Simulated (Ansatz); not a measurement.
# Si: an axial (c/a) deformation path and further scans

One table from this session's results is given with a row withheld; the runs are named, their logs left out.

Computed with Ansatz 0.2.0 (DFT LDA, scalar-relativistic, plane waves, PAW, unless a step's input says otherwise).

1 further run of the same task is left out (set aside as unsound or not needed). Runs told in other sessions of the task aren't counted.

### The structure to begin with

The structure is hexagonal, space group P6_3/mmc (No. 194). Conventional cell: a = 3.802 Å, b = 3.802 Å, c = 6.289 Å, α = 90.00°, β = 90.00°, γ = 120.00°. Si (site symmetry 3m) is surrounded by 4 Si at 2.33 to 2.35 Å.

As a file:

```
Si
1.0
     3.80198    0.00000    0.00000
    -1.90099    3.29261    0.00000
     0.00000    0.00000    6.28912
Si
4
Cartesian
  0.0000 2.1951 0.3964
  1.9010 1.0975 3.5410
  0.0000 2.1951 2.7481
  1.9010 1.0975 5.8927
```

It goes back to an entry of the Materials Project, which need not be the stable form.

This cell was relaxed beforehand with the same method: volume 19.68 Å³/atom, gap on the mesh 0.27 eV.

Set-up of the first run:

Contents of input.yaml:

```yaml
crystal:
  lattice:
    - [3.8019754738, 0.0, 0.0]
    - [-1.9009877369, 3.2926073448, 0.0]
    - [0.0, 0.0, 6.2891202194]
  atoms:
    - { symbol: Si, position: [0.3333333333, 0.6666666667, 0.0630332926] }
    - { symbol: Si, position: [0.6666666667, 0.3333333333, 0.5630332926] }
    - { symbol: Si, position: [0.3333333333, 0.6666666667, 0.4369667074] }
    - { symbol: Si, position: [0.6666666667, 0.3333333333, 0.9369667074] }
basis:
  ecutwfc: 420
kpoints:
  mp_grid: { grid: [12, 12, 6] }
hamiltonian:
  xc: lda
scf:
  occupations: { method: gaussian, width: 0.03 }
output:
  forces: true
  stress: true
  eigenvalues: true
```

Launch:

```bash
$ ansatz run input.yaml --threads 1 --pin off --max-ram 2560MiB --backend cpu --events-out ev --progress --plain --runs-dir out
```

Among the steps run: The undisturbed cell; Point ρ = 0.850; At ρ = 1.200; ρ = 0.920; Point ρ = 1.100; ρ = 0.960; ρ = 1.050; At ρ = 0.800; At ρ = 1.300.

One of the session's tables, all rows but one given; the rest of the session is left out.

It belongs to the step «The scan collected». The scan, with free energies counted from the undisturbed cell:

```
    ρ  ΔE (meV/atom)  pressure (GPa)  gap on the mesh (eV)
0.800          560.3             8.3                  0.00
0.850          285.9             4.2                  0.00
0.920           70.6             1.1                  0.00
0.960              ?               ?                     ?
1.000            0.0             0.0                  0.27
1.050           21.3             0.3                  0.47
1.100           77.8             1.1                  0.32
1.200          258.3             3.7                  0.00
1.300          471.1             6.9                  0.00
```

Estimate the missing values for ρ = 0.960.

Worked estimate for «ΔE (meV/atom)». A straight line through the neighbours (0.920, 70.6) and (1.000, 0.0) gives 70.6 + (0.0 − 70.6) × (0.960 − 0.920) / (1.000 − 0.920) = 35.3; a parabola fitted to 4 rows on both sides gives 14.2.

**Answer.** ΔE (meV/atom): 16.3; pressure (GPa): 0.3; gap on the mesh (eV): 0.08. In «ΔE (meV/atom)» the line misses by +19.0 and the parabola by -2.1.

Where the gap reads zero, the mesh chosen for the insulator is on the coarse side.
